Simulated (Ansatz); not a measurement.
# FeCo3: tests of the settings

The task here is to estimate one member of a computed series from the others.

Program: Ansatz 0.2.0. Level of theory: DFT r2SCAN, scalar-relativistic, plane waves, PAW. These are calculated values, not measurements.

3 further runs of the same task are left out: 2 that didn't finish, 1 set aside as unsound or not needed. Runs told in other sessions of the task aren't counted.

### The structure to begin with

Symmetry: P4/mmm, No. 123, tetragonal system. Conventional cell: a = 2.466 Å, b = 2.466 Å, c = 7.063 Å, α = 90.00°, β = 90.00°, γ = 90.00°. Fe (site symmetry 4/mmm) has 4 Fe at 2.47 Å and 8 Co at 2.50 Å in its first shell of neighbours. Co (site symmetry 4mm) has 8 Co at 2.46 to 2.47 Å and 4 Fe at 2.50 Å in its first shell of neighbours. Co (site symmetry 4/mmm) is surrounded by 12 Co at 2.46 to 2.47 Å.

As a file:

```cif
data_structure
_symmetry_space_group_name_H-M 'P 1'
_symmetry_Int_Tables_number 1
_cell_length_a 2.4660
_cell_length_b 2.4660
_cell_length_c 7.0635
_cell_angle_alpha 90.000
_cell_angle_beta 90.000
_cell_angle_gamma 90.000
_cell_volume 42.95
loop_
_atom_site_label
_atom_site_type_symbol
_atom_site_fract_x
_atom_site_fract_y
_atom_site_fract_z
_atom_site_occupancy
Fe1 Fe 0.00000 0.00000 0.00000 1
Co1 Co 0.50000 0.50000 0.74540 1
Co2 Co 0.00000 0.00000 0.50000 1
Co3 Co 0.50000 0.50000 0.25460 1
```

Source of the structure: the Materials Project (structure only). It is taken as it stands there.

### The base input

input.yaml reads:

```yaml
crystal:
  lattice:
    - [2.46601, 0.0, 0.0]
    - [0.0, 2.46601, 0.0]
    - [0.0, 0.0, 7.063459]
  atoms:
    - { symbol: Fe, position: [0.0, 0.0, 0.0], spin: 3.07 }
    - { symbol: Co, position: [0.5, 0.5, 0.745404], spin: 2.07 }
    - { symbol: Co, position: [0.0, 0.0, 0.5], spin: 2.1 }
    - { symbol: Co, position: [0.5, 0.5, 0.254596], spin: 2.07 }
basis:
  ecutwfc: 500
kpoints:
  mp_grid: { grid: [16, 16, 6] }
hamiltonian:
  xc: r2scan
scf:
  occupations: { method: gaussian, width: 0.1 }
output:
  forces: true
  stress: true
  eigenvalues: true
  populations: true
  write_density: true
  write_potential: true
  elf: true
  volumetric_format: npy
magnetization:
  spin_polarized: true
```

It was run beforehand and gave: -4970.1275 eV/atom at zero smearing, pressure 6.63 GPa, largest force 0.436 eV/Å, no gap on the mesh, site moments Fe +2.82, Co +1.90 (×2), Co +1.93 μB, in 32 SCF cycles and 5.8 min.

The first run:

input.yaml reads:

```yaml
crystal:
  lattice:
    - [2.46601, 0.0, 0.0]
    - [0.0, 2.46601, 0.0]
    - [0.0, 0.0, 7.063459]
  atoms:
    - { symbol: Fe, position: [0.0, 0.0, 0.0], spin: 3.1 }
    - { symbol: Co, position: [0.5, 0.5, 0.745404], spin: 2.09 }
    - { symbol: Co, position: [0.0, 0.0, 0.5], spin: 2.12 }
    - { symbol: Co, position: [0.5, 0.5, 0.254596], spin: 2.09 }
basis:
  ecutwfc: 150
kpoints:
  mp_grid: { grid: [16, 16, 6] }
hamiltonian:
  xc: r2scan
scf:
  occupations: { method: gaussian, width: 0.1 }
output:
  forces: true
  stress: true
  eigenvalues: true
  populations: true
magnetization:
  spin_polarized: true
```

Started as:

```bash
$ ansatz run input.yaml --threads 1 --pin off --max-ram 2560MiB --backend cpu --events-out ev --progress --plain --runs-dir out
```

Steps of the session up to this table: Plane-wave cutoff set to 150 eV; Plane-wave cutoff: 200 eV; Plane-wave cutoff: 250 eV; Plane-wave cutoff set to 300 eV; Plane-wave cutoff: 350 eV; Plane-wave cutoff: 380 eV; Plane-wave cutoff set to 460 eV; Plane-wave cutoff: 520 eV; Plane-wave cutoff set to 600 eV.

One table of the session follows, with a row left open; its other results are not shown here.

| cutoff (eV) | ΔE (meV/atom) | pressure (GPa) | largest change of a force component (eV/Å) | cell moment (μB) |
| --- | --- | --- | --- | --- |
| 150 | 97763 | 50.29 | 9.646 | 0.00 |
| 200 | 20564 | -49.49 | 0.494 | 7.79 |
| 250 | 3938 | 24.15 | 0.207 | 8.04 |
| 300 | 503 | 11.63 | 0.059 | 8.06 |
| 350 | 41.0 | 6.53 | 0.009 | 8.11 |
| 380 | 10.3 | 6.64 | 0.004 | 8.11 |
| 460 | ? | ? | ? | ? |
| 500 | 1.19 | 6.63 | 0.001 | 8.11 |
| 520 | 0.66 | 6.63 | 0.001 | 8.11 |
| 600 | 0.00 | 6.65 | 0.000 | 8.11 |

**Question.** Estimate the row for cutoff (eV) = 460.

Worked estimate for «ΔE (meV/atom)». A straight line through the neighbours (380, 10.3) and (500, 1.19) gives 10.3 + (1.19 − 10.3) × (460 − 380) / (500 − 380) = 4.23; a parabola fitted to 4 rows on both sides gives -12.04.

**Answer.** ΔE (meV/atom): 3.03; pressure (GPa): 6.64; largest change of a force component (eV/Å): 0.002; cell moment (μB): 8.11. In «ΔE (meV/atom)» the line misses by +1.20 and the parabola by -15.07.

Limits of these values: The listed cell is far from this method's equilibrium (6.6 GPa, forces up to 0.44 eV/Å), so its values are not those of the relaxed crystal. The magnetic state reached may not be the lowest one. Warnings in the runs' records: stability check not made, cutoff below recommended, seeded moment not kept, look outside group.
